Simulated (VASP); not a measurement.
# MoS2 (P6_3/mmc) in VASP: a series of runs, part 2 of 2

VASP 6.6.1. The steps go on from the part before.

### 5 Single point, PBE+D3(BJ), collinear spin, typed start

This run uses another cell than the first one, of 17.86 Å³/atom, 1.032 times its volume.

File INCAR:

```
SYSTEM = MoS2
PREC = Accurate ; ENCUT = 520
EDIFF = 1E-7 ; ISMEAR = 0
SIGMA = 0.1 ; LREAL = .FALSE.
LASPH = .TRUE. ; NELM = 150
ALGO = Fast ; ISIF = 2
LWAVE = .FALSE. ; LCHARG = .TRUE.
ISPIN = 2 ; MAGMOM = 1 1 0 0 0 0
LORBIT = 11 ; LMAXMIX = 4
GGA = PE ; IVDW = 12
LELF = .TRUE. ; LVHAR = .TRUE.
NBANDS = 39
```

File KPOINTS:

```
Automatic mesh
0
G
  6 6 2
  0 0 0
```

File POSCAR:

```
MoS2
1.0
    3.1690000000      0.0000000000      0.0000000000
   -1.5845000000      2.7444345046      0.0000000000
    0.0000000000      0.0000000000     12.3240000000
Mo S
2 4
Direct
    0.3333333333      0.6666666667      0.2500000000
    0.6666666667      0.3333333333      0.7500000000
    0.3333333333      0.6666666667      0.6230000000
    0.6666666667      0.3333333333      0.1230000000
    0.3333333333      0.6666666667      0.8770000000
    0.6666666667      0.3333333333      0.3770000000
```

Potentials or basis: VASP PAW PBE potentials, release 64 (Mo_sv, S).

Launch:

```sh
$ cat potpaw_PBE.64/Mo_sv/POTCAR potpaw_PBE.64/S/POTCAR > POTCAR
$ mpirun -np 1 vasp_std > vasp.out
```

OUTCAR:

```text
SYSTEM = MoS2
   PREC = Accurate
   ENCUT = 520
   EDIFF = 1E-7
   ISMEAR = 0
   LREAL = .FALSE.
   LASPH = .TRUE.
   NELM = 150
   ISIF = 2
   ISPIN = 2
   LORBIT = 11
   GGA = PE
   IVDW = 12
 IVDW          = 12

 ion  position               nearest neighbor table
   1  0.333  0.667  0.250-   4 2.41   6 2.41   4 2.41   6 2.41   4 2.41   6 2.41
   2  0.667  0.333  0.750-   3 2.41   5 2.41   3 2.41   5 2.41   3 2.41   5 2.41
   3  0.333  0.667  0.623-   2 2.41   2 2.41   2 2.41
   4  0.667  0.333  0.123-   1 2.41   1 2.41   1 2.41
   5  0.333  0.667  0.877-   2 2.41   2 2.41   2 2.41
   6  0.667  0.333  0.377-   1 2.41   1 2.41   1 2.41

  LATTYP: Found a hexagonal cell.
 ALAT       =     3.1690000000
 C/A-ratio  =     3.8889239508

  Lattice vectors:

 A1 = (   3.1690000000,   0.0000000000,   0.0000000000)
 A2 = (  -1.5845000000,   2.7444345046,   0.0000000000)
 A3 = (   0.0000000000,   0.0000000000,  12.3240000000)

Analysis of symmetry for initial positions (statically):
=====================================================================
 Subroutine PRICEL returns:
 Original cell was already a primitive cell.

 Routine SETGRP: Setting up the symmetry group for a
 hexagonal supercell.

 Subroutine GETGRP returns: Found 24 space group operations
 (whereof 12 operations were pure point group operations)
 out of a pool of 24 trial point group operations.

The static configuration has the point symmetry D_3d.
 The point group associated with its full space group is D_6h.

Analysis of symmetry for dynamics (positions and initial velocities):
=====================================================================
 Subroutine PRICEL returns:
 Original cell was already a primitive cell.

 Routine SETGRP: Setting up the symmetry group for a
 hexagonal supercell.

 Subroutine GETGRP returns: Found 24 space group operations
 (whereof 12 operations were pure point group operations)
[... 174 lines left out ...]

 spin component 1

 k-point     1 :       0.0000    0.0000    0.0000
  band No.  band energies     occupation
      1     -54.0194      1.00000
      2     -54.0193      1.00000
      3     -28.1706      1.00000
      4     -28.1705      1.00000
      5     -27.9481      1.00000
      6     -27.9481      1.00000
[... 563 lines left out ...]
     37      14.8285      0.00000
     38      14.8285      0.00000
 Fermi energy:         7.9135083853

 spin component 2

 k-point     1 :       0.0000    0.0000    0.0000
  band No.  band energies     occupation
      1     -54.0194      1.00000
      2     -54.0193      1.00000
      3     -28.1706      1.00000
      4     -28.1705      1.00000
      5     -27.9481      1.00000
      6     -27.9481      1.00000
[... 563 lines left out ...]
     37      14.8285      0.00000
     38      14.8285      0.00000
 [bands above 38 left out]

------------------------ aborting loop because EDIFF is reached ----------------------------------------

 Edisp (eV)   -2.54058

 E8    (eV) :    -1.0246

  FORCE on cell =-STRESS in cart. coord.  units (eV):
  Direction    XX          YY          ZZ          XY          YZ          ZX
  --------------------------------------------------------------------------------------
  -------------------------------------------------------------------------------------
  Total      -1.45265    -1.45265    -1.18417    -0.00000     0.00000    -0.00000
  in kB     -21.71426   -21.71426   -17.70095    -0.00000     0.00000    -0.00000
  external pressure =      -20.38 kB  Pullay stress =        0.00 kB

 VOLUME and BASIS-vectors are now :
 -----------------------------------------------------------------------------
  energy-cutoff  :      520.00
  volume of cell :      107.18
      direct lattice vectors                 reciprocal lattice vectors
     3.169000000  0.000000000  0.000000000     0.315556958  0.182186895  0.000000000
    -1.584500000  2.744434505  0.000000000     0.000000000  0.364373789  0.000000000
     0.000000000  0.000000000 12.324000000     0.000000000  0.000000000  0.081142486

 POSITION                                       TOTAL-FORCE (eV/Angst)
 -----------------------------------------------------------------------------------
     -0.00000      1.82962      3.08100        -0.000000      0.000000     -0.000000
      1.58450      0.91481      9.24300         0.000000     -0.000000     -0.000000
     -0.00000      1.82962      7.67785        -0.000000     -0.000000      0.070654
      1.58450      0.91481      1.51585         0.000000      0.000000      0.070654
     -0.00000      1.82962     10.80815         0.000000     -0.000000     -0.070654
      1.58450      0.91481      4.64615        -0.000000      0.000000     -0.070654
 -----------------------------------------------------------------------------------
    total drift:                               -0.000000      0.000000     -0.000000

  FREE ENERGIE OF THE ION-ELECTRON SYSTEM (eV)
  ---------------------------------------------------
  free  energy   TOTEN  =       -46.1541412634 eV

  energy  without entropy=      -46.1541412634  energy(sigma->0) =      -46.15414126

 total charge

# of ion       s       p       d       tot
------------------------------------------
    1        2.290   6.219   3.944  12.454
    2        2.290   6.219   3.944  12.454
    3        1.365   2.339   0.000   3.703
    4        1.365   2.339   0.000   3.703
    5        1.365   2.339   0.000   3.703
    6        1.365   2.339   0.000   3.703
--------------------------------------------------
tot         10.040  21.793   7.889  39.721

 magnetization (x)

# of ion       s       p       d       tot
------------------------------------------
    1        0.000   0.000   0.000   0.000
    2        0.000   0.000   0.000   0.000
    3       -0.000  -0.000   0.000  -0.000
    4       -0.000  -0.000   0.000  -0.000
    5       -0.000  -0.000   0.000  -0.000
    6       -0.000  -0.000   0.000  -0.000
--------------------------------------------------
tot          0.000  -0.000   0.000  -0.000
```

OSZICAR:

```text
N       E                     dE             d eps       ncg     rms          rms(c)
DAV:   1     0.433100586184E+03    0.43310E+03   -0.28820E+04  2384   0.126E+03
DAV:   2    -0.249055447968E+02   -0.45801E+03   -0.43853E+03  2587   0.339E+02
DAV:   3    -0.459491345379E+02   -0.21044E+02   -0.20663E+02  2675   0.676E+01
DAV:   4    -0.462946613025E+02   -0.34553E+00   -0.34507E+00  2659   0.905E+00
DAV:   5    -0.463006105678E+02   -0.59493E-02   -0.59485E-02  2683   0.119E+00    0.347E+01
RMM:   6    -0.441568810447E+02    0.21437E+01   -0.10906E+01  2358   0.141E+01    0.130E+01
RMM:   7    -0.437327928046E+02    0.42409E+00   -0.19115E+00  2246   0.603E+00    0.917E+00
RMM:   8    -0.435992570076E+02    0.13354E+00   -0.80091E-01  2399   0.393E+00    0.191E+00
RMM:   9    -0.436152362134E+02   -0.15979E-01   -0.10873E-01  2680   0.144E+00    0.107E+00
RMM:  10    -0.436125657472E+02    0.26705E-02   -0.20764E-02  2427   0.776E-01    0.243E-01
RMM:  11    -0.436131764023E+02   -0.61066E-03   -0.31031E-03  2632   0.271E-01    0.138E-01
RMM:  12    -0.436134171365E+02   -0.24073E-03   -0.72120E-04  2677   0.119E-01    0.677E-02
RMM:  13    -0.436135377816E+02   -0.12065E-03   -0.20059E-04  2536   0.654E-02    0.229E-02
RMM:  14    -0.436135568131E+02   -0.19032E-04   -0.55831E-05  2690   0.334E-02    0.870E-03
RMM:  15    -0.436135589897E+02   -0.21766E-05   -0.12422E-05  2723   0.156E-02    0.493E-03
RMM:  16    -0.436135591178E+02   -0.12811E-06   -0.32825E-06  2481   0.771E-03    0.124E-03
RMM:  17    -0.436135592227E+02   -0.10488E-06   -0.71898E-07  2132   0.379E-03    0.780E-04
RMM:  18    -0.436135592530E+02   -0.30368E-07   -0.17390E-07  1621   0.177E-03
   1 F= -.46154141E+02 E0= -.46154141E+02  d E =-.865464E-11  mag=    -0.0001
```

stdout:

```text
POSCAR found type information on POSCAR MoS
 POSCAR found :  2 types and       6 ions
 scaLAPACK will be used
 LDA part: xc-table for (Slater+PW92), standard interpolation
 POSCAR, INCAR and KPOINTS ok, starting setup
 FFT: planning ... GRIDC
 FFT: planning ... GRID_SOFT
 FFT: planning ... GRID
 WAVECAR not read
 entering main loop
```

It took 2.7 min on 1 thread of Intel Xeon Platinum 8559C (Emerald Rapids), shared host; peak memory 0.31 GiB.

Results:

```yaml
Free_energy: -46.1541 eV
Pressure: -2.0 GPa
Largest_force: 0.071 eV/Å
Band_gap_on_the_k_mesh: 0.90 eV, indirect (least direct gap 1.66 eV)
Net_moment: 0.00 μB per cell
Valence_electrons_inside_the_program's_atomic_spheres: Mo 12.45; S 3.70
Dispersion_energy_per_atom: -0.423 eV
```

Forces on the atoms (eV/Å):
```
Mo   0.000  0.000  0.000
Mo   0.000  0.000  0.000
S    0.000  0.000  0.071
S    0.000  0.000  0.071
S    0.000  0.000 -0.071
S    0.000  0.000 -0.071
```

Levels at points of the mesh, in eV from the valence-band top:
Spin up:
```
           k point  band 24  band 25  band 26  band 27  band 28  band 29
(0.00, 0.00, 0.00)    -1.18    -1.14     0.00     2.11     2.11     2.14
(0.50, 0.00, 0.00)    -1.52    -1.39    -1.26     1.62     1.66     2.01
(0.00, 0.00, 0.50)    -2.14    -0.26    -0.26     2.12     2.12     2.12
(0.50, 0.00, 0.50)    -1.62    -1.32    -1.32     1.64     1.64     2.15
```
Spin down:
| k point | band 24 | band 25 | band 26 | band 27 | band 28 | band 29 |
| --- | --- | --- | --- | --- | --- | --- |
| (0.00, 0.00, 0.00) | -1.18 | -1.14 | 0.00 | 2.11 | 2.11 | 2.14 |
| (0.50, 0.00, 0.00) | -1.52 | -1.39 | -1.26 | 1.62 | 1.66 | 2.01 |
| (0.00, 0.00, 0.50) | -2.14 | -0.26 | -0.26 | 2.12 | 2.12 | 2.12 |
| (0.50, 0.00, 0.50) | -1.62 | -1.32 | -1.32 | 1.64 | 1.64 | 2.15 |

### 6 Single point, PBE+D3(BJ) (cell and atoms relaxed tightly for response)

File INCAR:

```
SYSTEM = MoS2
PREC = Accurate
ENCUT = 520
EDIFF = 1E-6
ISMEAR = 0
SIGMA = 0.01
LREAL = .FALSE.
LASPH = .TRUE.
NELM = 100
ALGO = Fast
ISIF = 2
LWAVE = .FALSE.
LCHARG = .FALSE.
GGA = PE
IVDW = 12
NBANDS = 35
```

File KPOINTS:

```
regular mesh
0
G
  12 12 4
  0 0 0
```

File POSCAR:

```
MoS2
1.0
    3.1493701697      0.0000000000      0.0000000000
   -1.5746850848      2.7274345729      0.0000000000
    0.0000000000      0.0000000000     12.0879184010
Mo S
2 4
Direct
    0.3333333333      0.6666666667      0.2500000000
    0.6666666667      0.3333333333      0.7500000000
    0.3333333333      0.6666666667      0.6204631636
    0.6666666667      0.3333333333      0.1204631636
    0.3333333333      0.6666666667      0.8795368364
    0.6666666667      0.3333333333      0.3795368364
```

Potentials or basis: VASP PAW PBE potentials, release 64 (Mo_sv, S).

Launch:

```sh
$ cat potpaw_PBE.64/Mo_sv/POTCAR potpaw_PBE.64/S/POTCAR > POTCAR
$ mpirun -np 1 vasp_std > vasp.out
```

Run time: 3 min. Hardware: 1 thread of Intel Xeon Platinum 8559C (Emerald Rapids), shared host; peak memory 0.32 GiB.

It converged, with:

```yaml
Free_energy: -46.1704 eV
Pressure: -0.1 GPa
Largest_force: 0.013 eV/Å
Band_gap_on_the_k_mesh: 0.80 eV, indirect (least direct gap 1.70 eV)
Dispersion_energy_per_atom: -0.438 eV
```

Forces on the atoms (eV/Å):
```
Mo   0.000  0.000  0.000
Mo   0.000  0.000  0.000
S    0.000  0.000  0.013
S    0.000  0.000  0.013
S    0.000  0.000 -0.013
S    0.000  0.000 -0.013
```

Levels at points of the mesh, in eV from the valence-band top:
```csv
k point,band 22,band 23,band 24,band 25,band 26,band 27,band 28,band 29,band 30,band 31
"(0.00, 0.00, 0.00)",-2.15,-2.15,-1.27,-1.11,0.00,2.09,2.09,2.13,2.13,2.23
"(0.50, 0.00, 0.00)",-2.55,-1.78,-1.52,-1.49,-1.33,1.62,1.68,1.99,2.31,2.83
"(0.00, 0.00, 0.50)",-2.18,-2.18,-2.18,-0.26,-0.26,2.10,2.10,2.10,2.10,2.36
"(0.50, 0.00, 0.50)",-2.74,-1.65,-1.65,-1.40,-1.40,1.64,1.64,2.17,2.17,3.22
```

A k mesh can miss the band edges.

### 7 Overview

| potentials or basis | spin | cell | k mesh | smearing | dipole correction | gap on the mesh (eV) | pressure (GPa) | largest force (eV/Å) |
| --- | --- | --- | --- | --- | --- | --- | --- | --- |
| VASP PAW PBE potentials, release 64 (Mo_sv, S) | off | P6_3/mmc, 17.31 Å³/atom | 12 × 12 × 4 | gaussian 0.02 eV | no | 0.80 | -0.1 | 0.01 |
| VASP PAW PBE potentials, release 64 (S, Mo_sv) | off | (0 0 1) slab cut from the bulk | 9 × 9 × 1 | gaussian 0.05 eV | yes | 1.09 | - | 0.04 |
| VASP PAW PBE potentials, release 64 (Mo_sv, S) | off | P6_3/mmc, 17.86 Å³/atom | 6 × 6 × 2 | gaussian 0.1 eV | no | 0.90 | -2.0 | 0.07 |
| VASP PAW PBE potentials, release 64 (Mo_sv, S) | collinear, typed start | P6_3/mmc, 17.86 Å³/atom | 6 × 6 × 2 | gaussian 0.1 eV | no | 0.90 | -2.0 | 0.07 |
| VASP PAW PBE potentials, release 64 (Mo_sv, S) | off | cell and atoms relaxed tightly for response | 12 × 12 × 4 | gaussian 0.01 eV | no | 0.80 | -0.1 | 0.01 |

Alike in all rows: task single point; level PBE+D3(BJ); cutoff (eV) 520.

Total energies depend on the potentials used, so only differences within one code and one set of settings carry meaning.

### 8 Comparison with measurements

Step 2. A measured gap of MoS2 is 1.3 eV (indirect; 300 K; “Multiwavelength excitation Raman Scattering Analysis of bulk and 2 dimensional MoS2: Vibrational properties of atomically thin MoS2 layers”, 2015, arxiv:1506.03228); the calculated 0.80 eV misses it by -0.50 eV. Spin-orbit coupling on Mo is left out. The value is that of PBE+D3(BJ) on a finite k mesh, which can miss the band edges, without temperature or zero-point motion. Semilocal functionals fall short of measured gaps as a rule.

Step 4. Measured gap of MoS2: 1.3 eV (indirect; 300 K; “Multiwavelength excitation Raman Scattering Analysis of bulk and 2 dimensional MoS2: Vibrational properties of atomically thin MoS2 layers”, 2015, arxiv:1506.03228). This calculation gives 0.90 eV (-0.40 eV). Spin-orbit coupling on Mo is left out. The value is that of PBE+D3(BJ) on a finite k mesh, which can miss the band edges, without temperature or zero-point motion. Semilocal functionals fall short of measured gaps as a rule.

Step 5. Against the measured gap of MoS2, 1.3 eV (indirect; 300 K; “Multiwavelength excitation Raman Scattering Analysis of bulk and 2 dimensional MoS2: Vibrational properties of atomically thin MoS2 layers”, 2015, arxiv:1506.03228), the calculated 0.90 eV is off by -0.40 eV. Spin-orbit coupling on Mo is left out. The value is that of PBE+D3(BJ) on a finite k mesh, which can miss the band edges, without temperature or zero-point motion. Semilocal functionals fall short of measured gaps as a rule.
